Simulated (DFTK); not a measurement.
## SnTe under changes of volume

One of the cells (31.281 Å³/atom); the others are scaled copies at fixed shape and fractional positions:

```xyz
2
Lattice="0.0000 3.1509 3.1509 3.1509 0.0000 3.1509 3.1509 3.1509 0.0000" Properties=species:S:1:pos:R:3 pbc="T T T"
Te    3.1509    3.1509    3.1509
Sn    0.0000    0.0000    0.0000
```

```yaml
Program: DFTK 0.8.2
Functional: LDA
Potentials_or_basis: cp2k.nc.sr.lda.v0_1.largecore.gth (LDA, GTH)
Cutoff: 735 eV
k_mesh: 7 × 7 × 7
Occupations: fermi-dirac, width 0.05 eV
Spin: no spin polarisation
```

| volume (Å³/atom) | energy over the lowest point (meV/atom) | pressure (GPa) |
| --- | --- | --- |
| 29.404 | 3.35 | 1.4 |
| 30.030 | 0.00 | 0.3 |
| 30.656 | 0.77 | -0.7 |
| 31.281 | ? | ? |
| 31.907 | 12.95 | -2.4 |
| 32.532 | 23.63 | -3.1 |
| 33.158 | 36.94 | -3.7 |

Q: What does the run at 31.281 Å³/atom give?

A: Energy over the lowest point 5.22 meV/atom; pressure -1.6 GPa.

Worked out: A Birch-Murnaghan fit of order 3 (a polynomial in V^(-2/3)) to the other rows has its minimum at 30.22 Å³/atom with B0 = V·E''(V) = 49 GPa and B' = 4.4. It gives 5.21 meV/atom at 31.281 Å³/atom, against the run's 5.22, and -dE/dV = -1.6 GPa, against -1.6.

Energies are extrapolated to zero smearing.

Caveats: GTH potentials come without recommended cutoffs, and this one wasn't checked for convergence.
